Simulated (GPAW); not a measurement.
## Ir: single point with PBEsol

Crystal: Ir.

```
CELL_PARAMETERS angstrom
0.00000 1.91560 1.91560
1.91560 0.00000 1.91560
1.91560 1.91560 0.00000
ATOMIC_POSITIONS crystal
Ir 0.00000 0.00000 0.00000
```

* Program: GPAW 26.7.0
* Task: single point
* Functional: PBEsol
* Potentials or basis: PAW data sets generated in the run's folder for this functional
* Cutoff: 600 eV
* Basis: pw
* k mesh: 12 × 12 × 12
* Occupations: fermi-dirac, width 0.05 eV
* Spin: no spin polarisation

| Property | Result |
| --- | --- |
| Pressure | -2.0 GPa |
| Band gap on the k mesh | none (metal or under the smearing width) |

Levels at points of the mesh, in eV from the Fermi level:
```
           k point  band 4  band 5  band 6  band 7  band 8  band 9  band 10  band 11
(0.00, 0.00, 0.00)  -11.22   -3.96   -3.96   -3.96   -1.23   -1.23    13.89    19.55
(0.50, 0.50, 0.00)   -8.01   -7.43    0.86    1.47    1.47    1.61    10.59    11.53
(0.50, 0.50, 0.50)   -8.18   -4.07   -4.07   -0.87    0.88    0.88     7.32    13.46
```

Wall time 12 s on 1 thread of Arm Neoverse V2 (shared host), peak memory 0.13 GiB.

The run has no spin-orbit coupling, so splittings on Ir are missing.
